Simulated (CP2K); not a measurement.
Runs of CP2K 2026.2 on V. The structure is cubic, space group Im-3m (No. 229). Conventional cell: a = 3.029 Å, b = 3.029 Å, c = 3.029 Å, α = 90.00°, β = 90.00°, γ = 90.00°. V (site symmetry m-3m) is surrounded by 8 V at 2.62 Å. 

```csv
task,level,potentials or basis,cell,smearing,EPS_DEFAULT,NGRIDS,basis sets,potentials,CUTOFF of the grids,gap on the mesh (eV),pressure (GPa),moment (μB)
single point,PBE,POTENTIAL_UZH V GTH-PBE-q13; TZVP-MOLOPT-PBE-GTH basis,the cell as VASP's run set it,gaussian 0.02 eV,1.0E-10,4,V TZVP-MOLOPT-PBE-GTH-q13,V GTH-PBE-q13 of POTENTIAL_UZH,450 Ry,none,-4.3,0.00
band structure,PBEsol,POTENTIAL_UZH V GTH-PBE-q13; TZVP-MOLOPT-PBE-GTH basis,as given,fermi-dirac 0.1 eV,1.0E-9,4,V TZVP-MOLOPT-PBE-GTH-q13,V GTH-PBE-q13 of POTENTIAL_UZH,450 Ry,none,-10.8,0.00
single point,PBE,POTENTIAL_UZH V GTH-PBE-q13; TZVP-MOLOPT-PBE-GTH basis,as given,fermi-dirac 0.05 eV,1.0E-10,4,V TZVP-MOLOPT-PBE-GTH-q13,V GTH-PBE-q13 of POTENTIAL_UZH,450 Ry,none,-4.6,0.00
band structure,PBE,POTENTIAL_UZH V GTH-PBE-q13; TZVP-MOLOPT-PBE-GTH basis,as given,fermi-dirac 0.0259 eV,1.0E-9,5,V TZVP-MOLOPT-PBE-GTH-q13,V GTH-PBE-q13 of POTENTIAL_UZH,450 Ry,none,(a),0.00
band structure,LDA,GTH_POTENTIALS V GTH-PADE-q13; TZVP-MOLOPT-PBE-GTH basis,as given,fermi-dirac 0.05 eV,1.0E-9,4,V TZVP-MOLOPT-PBE-GTH-q13,V GTH-PADE-q13 of GTH_POTENTIALS,450 Ry,none,(b),0.00
band structure,r2SCAN,POTENTIAL_UZH V GTH-SCAN-q13; TZVP-MOLOPT-SCAN-GTH basis,as given,fermi-dirac 0.05 eV,1.0E-10,4,V TZVP-MOLOPT-SCAN-GTH-q13,V GTH-SCAN-q13 of POTENTIAL_UZH,675 Ry,none,-5.5,0.60
```

Alike in all rows: spin collinear, ferromagnetic start; k mesh 12 × 12 × 12.

Question: Estimate the missing entries.

Answer: (a) -4.5; (b) -16.8.

Caveats: the basis of atomic orbitals isn't converged, which shifts pressures, moduli and gaps; the potentials were made for another functional, which shifts forces and pressure (some runs); so large a pressure means that the cell lies far from this level's equilibrium, or that cutoff or potentials fall short (some runs).

A k mesh can miss the band edges.

A gap of «none» marks a metal or a gap under the smearing width.

Not every run made on this cell is shown here.
